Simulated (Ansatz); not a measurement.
The cell is COD entry 9008672, as deposited and not checked against the literature; nothing was relaxed.

A run of Ansatz 0.2.0 printed the following.

```
hamiltonian.pseudopotentials.datasets: crystal makes datasets for this crystal and solves the spheres of its atoms anew in each pass: cutoff 200.0 eV, the density's 800.0 eV; for an error of 0.50 meV an atom under PBE, 1.0 meV for the cell; an energy difference from a run of another recipe may be off by several times the error for the cell, under r2SCAN by more, where some 0.1 meV an atom stays at smaller errors; Mg in spheres of 1.222 Å, 2 of its electrons in bands, 8 on its site; S in spheres of 1.376 Å, 6 of its electrons in bands; only band paths and densities of states list, in semicore columns, the levels of the semicore shells that are solved separately: 2s of Mg, 2p of Mg
Engine: ansatz 0.2.0
Pseudopotentials: kind: all_electron
Pseudopotential: Mg, paw, valence charge 10, recommended cutoff 200 eV (normal), Koelling and Harmon's equation, gaussian nucleus
Pseudopotential: S, paw, valence charge 6, recommended cutoff 200 eV (normal), Koelling and Harmon's equation, gaussian nucleus
Functional definition: PBE
  parameter kappa = 0.804
  parameter beta = 0.06672455060314922
  exchange = pbe_x(kappa = kappa, mu = beta*pi^2/3)
  correlation = pbe_c(beta = beta)
Crystal: 2 atoms, lattice volume = 35.219 Å³
Basis set: ecut = 200 eV, 259 PW (Γ), exchange–correlation on 36×36×36 points (8 copies of the dense FFT grid, shifted against one another)
Bands: 8, of which v1, the nominal top of the filled ones, is band 4 counted from 1 (3 counted from 0)
Symmetry: 48 space group operations
Space group: Fm-3m (ITA 225), of the structure as read, at distance tolerance 3.3e-5 Å
k-points: 29 of 512
Non-local potential: Mg, projectors of the file, l = 0: 1, l = 1: 1
Non-local potential: S, projectors of the file, l = 0: 1, l = 1: 1, l = 2: 2
PAW form: soft (Blöchl's): semilocal exchange-correlation on the pseudo side does not see the compensation charge
PAW one-centre angular grid: Mg, 110 points (default); XC on its mesh's 1975 points in the sphere
PAW one-centre angular grid: S, 110 points (default); XC on its mesh's 1989 points in the sphere
Initial density: superposition of atomic densities (neutral atoms: chi_scale 0, normalization atom)
Initial wavefunctions: pseudopotential atomic-orbital guess
Functional: x = pbe(κ = 0.804, μ = 0.2195149727645171), c = pbe(β = 0.06672455060314922)
iter 1 solved again at ethr=1.56e-2 eV; its pass at ethr=1.00e-1 eV (dr2=1.25e0 eV) is discarded
SCF iter   1: F=—  HF=-16317.273838 eV  |F-HF|=—  |Δ(HF+E_count)|=         —  Δρ=4.32e-2  dr2=1.24e0  ethr=1.56e-2  ⟨swp⟩=2.2  Hψ=1402  notcnv=0
preconditioner: auto → none  [insulator: Δε(μ)=3.668 eV  Ē_g=12.200 eV  σ=0.010 eV  W_gap=1.00  n_scr=8 (ndim 8)  ℏωp=17.7 eV  f_vac=0.000  D(μ)=0.00/eV (n_scr^D=0)  ε∞_Penn≈3.1]
iter 2 solved again at ethr=6.20e-4 eV; its pass at ethr=1.55e-2 eV (dr2=4.96e-2 eV) is discarded
SCF iter   2: F=—  HF=-16316.925675 eV  |F-HF|=—  |Δ(HF+E_count)|=   3.48e-1  Δρ=1.44e-2  dr2=5.00e-2  ethr=6.20e-4  ⟨swp⟩=2.4  Hψ=1205  notcnv=0  defer=1
SCF iter   3: F=—  HF=-16316.937502 eV  |F-HF|=—  |Δ(HF+E_count)|=   1.18e-2  Δρ=5.75e-3  dr2=8.78e-3  ethr=6.20e-4  ⟨swp⟩=2.0  Hψ=465  notcnv=0
SCF iter   4: F=—  HF=-16316.942105 eV  |F-HF|=—  |Δ(HF+E_count)|=   4.60e-3  Δρ=5.27e-4  dr2=1.28e-4  ethr=1.10e-4  ⟨swp⟩=3.0  Hψ=511  notcnv=0  defer=3
SCF iter   5: F=—  HF=-16316.942396 eV  |F-HF|=—  |Δ(HF+E_count)|=   2.91e-4  Δρ=1.82e-4  dr2=1.66e-5  ethr=1.61e-6  ⟨swp⟩=3.1  Hψ=736  notcnv=0  defer=1
SCF iter   6: F=—  HF=-16316.942385 eV  |F-HF|=—  |Δ(HF+E_count)|=   1.05e-5  Δρ=1.60e-5  dr2=1.03e-7  ethr=2.08e-7  ⟨swp⟩=2.3  Hψ=369  notcnv=0
SCF iter   7: F=-16316.942385 eV  HF=-16316.942385 eV  |F-HF|=1.01e-8  |Δ(HF+E_count)|=   1.49e-7  Δρ=5.94e-6  dr2=1.55e-8  ethr=1.29e-9  ⟨swp⟩=3.0  Hψ=440  notcnv=0
SCF 1 converged in 7 iterations: F = -16316.942384 eV  dr2 = 1.55e-8
  Residual-converged pass: ⟨swp⟩=2.8  Hψ=381  notcnv=0  max |occ|·‖R‖ = 5.2e-6 eV (tolerance 5.3e-6 eV)  dr2=1.62e-8  dr2_onsite=4.48e-9  max |Δocc| = 0.0e0
  greatest PAW one-centre occupation: 0.826 electrons in one spin orbital (limit 2), on the S atom at site 1 (counted from 0), in its partial waves of l = 0
NSCF: frozen V_eff on 57 k-points
SCF converged after 7 iterations
Free energy (F): -16316.942384 eV
Harris-Foulkes:  -16316.942384 eV  (|F-HF|=1.01e-8)
Internal energy: -16316.942384 eV  (E = F + TS)
E sigma→0 (E₀):  -16316.942384 eV
Past the cutoff: the bands carry plane waves up to 1.75 times it, of which those up to 1.5 times it add -0.000043 eV an atom, each by itself; the spheres take 0.000044 eV an atom off the energy for waves past 1.75 times it
By the cutoff:   a pressure is off by up to 0.005 GPa (1.2 times the spheres' own share and the shells' term, over an atom's volume, and 0.004 GPa: a bound that held against runs at twice the plane waves)
Past the cutoffs: a stress includes 0.0021 GPa for waves and charges beyond them, in addition to the slope of what the spheres take
In the spheres:  the bands' charges fall short by 7.3e-7 e at most (sound up to 1e-3), those of shells solved beside the bands by 2.5e-7 e (sound up to 5e-4)
Fermi energy:    8.096468 eV
--- Per-component energies (eV) ---
  The terms above E_closure are by the made datasets' own strengths, without shells solved beside the bands.
--- Forces (eV/Å), atoms counted from 1 ---
  atom   1  Mg     0.00000000     0.00000000     0.00000000
  atom   2  S      0.00000000    -0.00000000     0.00000000
  max |Σ_I F_I| component: 5.58e-30 eV/Å
--- Stress (GPa, compression-positive) ---
        1.151165      -0.000000       0.000000
       -0.000000       1.151165       0.000000
        0.000000      -0.000000       1.151165
  P = ⅓ Tr σ = 1.1512 GPa (11.512 kbar)
  It holds what live shells' own plane waves past their cutoff add
--- PAW observables at the nuclei: V_zz in 10²¹ V/m², potentials from the cell's mean, atoms counted from 1 ---
  atom   1  Mg V_zz =    -0.000000   η = 0.0000   by run symmetry: forbidden
            electrostatic potential = -1100.977183 V   contact ρ = 7801.023657 e/Å³
  atom   2  S  V_zz =    -0.000000   η = 0.0000   by run symmetry: forbidden
            electrostatic potential = -1633.250887 V   contact ρ = 19781.987106 e/Å³
--- Band table (eV; the first three rows and the last of 29) ---
  k-point 0: bands = ["-5.9615", "6.7031", "6.7031", "6.7031", "10.4213", "14.6234"]
  k-point 1: bands = ["-5.8098", "5.6572", "6.6021", "6.6021", "11.2217", "14.3150"]
  k-point 2: bands = ["-5.3995", "3.8998", "6.3818", "6.3818", "11.6639", "14.4973"]
  k-point 28: bands = ["-4.2407", "3.4836", "3.4836", "4.3495", "11.9551", "14.6373"]
```

The cell and starting positions:

```
CELL_PARAMETERS angstrom
0.00000 2.60165 2.60165
2.60165 0.00000 2.60165
2.60165 2.60165 0.00000
ATOMIC_POSITIONS crystal
Mg 0.00000 0.00000 0.00000
S 0.50000 0.50000 0.50000
```

Parts of the input that the log doesn't repeat:

```yaml
  band_path:
    path:
      - [0.0, 0.0, 0.0]
      - [0.5, 0.0, 0.5]
      - [0.625, 0.25, 0.625]
      - [0.375, 0.375, 0.75]
      - [0.0, 0.0, 0.0]
      - [0.5, 0.5, 0.5]
      - [0.5, 0.25, 0.75]
      - [0.5, 0.0, 0.5]
    npoints: 8
output:
  forces: true
  stress: true
  eigenvalues: true
  efg: { contact_densities: true }
```

Task: Write the input that produced this log.

Result: 
```yaml
crystal:
  lattice:
    - [0.0, 2.60165, 2.60165]
    - [2.60165, 0.0, 2.60165]
    - [2.60165, 2.60165, 0.0]
  atoms:
    - { symbol: Mg, position: [0.0, 0.0, 0.0] }
    - { symbol: S, position: [0.5, 0.5, 0.5] }
kpoints:
  mp_grid: { grid: [8, 8, 8] }
  band_path:
    path:
      - [0.0, 0.0, 0.0]
      - [0.5, 0.0, 0.5]
      - [0.625, 0.25, 0.625]
      - [0.375, 0.375, 0.75]
      - [0.0, 0.0, 0.0]
      - [0.5, 0.5, 0.5]
      - [0.5, 0.25, 0.75]
      - [0.5, 0.0, 0.5]
    npoints: 8
scf:
  occupations: { method: fermi_dirac, width: 0.01 }
hamiltonian:
  xc: pbe
  pseudopotentials: { kind: all_electron, datasets: crystal }
output:
  forces: true
  stress: true
  eigenvalues: true
  efg: { contact_densities: true }
```
This is the input that was run; digits and keys that the log doesn't show could differ in an equivalent one.
